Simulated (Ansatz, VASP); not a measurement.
## HfN in VASP and in Ansatz

```
CELL_PARAMETERS angstrom
-0.02455 2.45482 2.45482
2.45482 -0.02455 2.45482
2.43027 2.43027 0.00000
ATOMIC_POSITIONS crystal
Hf 0.00000 0.00000 0.00000
N 0.25000 0.25000 0.25000
```

Change from the starting cell: strain_shear_xy = -0.02.

Alike in both runs: functional PBEsol; k mesh 9 × 9 × 9; occupations fermi-dirac, width 0.05 eV; no spin polarisation.

|  | VASP | Ansatz |
| --- | --- | --- |
| version | VASP 6.6.1 | Ansatz 0.2.0 |
| potentials or method | VASP PAW PBE potentials, release 64 (Hf_pv, N), cutoff 520 eV | all-electron LAPW, scalar-relativistic |
| task | single point | band structure |

```tsv
	VASP	Ansatz	Ansatz less VASP
gap on the k mesh at the Fermi level (eV)	none	none	-
pressure (GPa)	-5.8	-4.9	+0.89
largest component of the traceless stress (GPa)	2.79	2.79	-0.005
rms of the force components (eV/Å)	0.113	0.113	+0.0006
```

Atom by atom the forces differ by 0.001 eV/Å (rms over components). A gap of «none» marks a metal or a gap that the smearing closes. Ansatz ran all-electron here, so the differences hold the error of VASP's frozen core and of both bases.

Caveats: the PAW data sets were made with another functional, which shifts forces and pressure a little (VASP); spin-orbit coupling is left out, which moves the levels of the heavy elements (Ansatz). The runs have no spin-orbit coupling, so splittings on Hf are missing.
